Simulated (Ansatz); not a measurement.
Crystal: GaP.

```
Ga P
1.0
     0.00000    2.72525    2.72525
     2.72525    0.00000    2.72525
     2.72525    2.72525    0.00000
Ga P
1 1
Direct
  0.00000 0.00000 0.00000
  0.75000 0.75000 0.75000
```

Base run:

* Program: Ansatz 0.2.0
* Functional: LDA
* Potentials or basis: all-electron LAPW, relativistic spinors
* Cutoff: 279 eV
* Density cutoff: 1115 eV
* Basis error allowed: 0.001 eV/atom
* k mesh: 6 × 6 × 6
* Occupations: fermi-dirac, width 0.05 eV
* Spin: spin-orbit coupling, no magnetisation

Its results: band gap on the k mesh 1.46 eV, indirect (least direct gap 1.57 eV); pressure -2.7 GPa.

Question: The run is repeated on the same cell with these changes: functional from LDA to PBE. What comes out?

Answer: Band gap on the k mesh 1.62 eV, indirect (least direct gap 1.80 eV); pressure 2.5 GPa.

PBE binds less tightly than LDA, so the same cell stands under more pressure.

A k mesh can miss the band edges.

Not every run made on this cell is shown here.
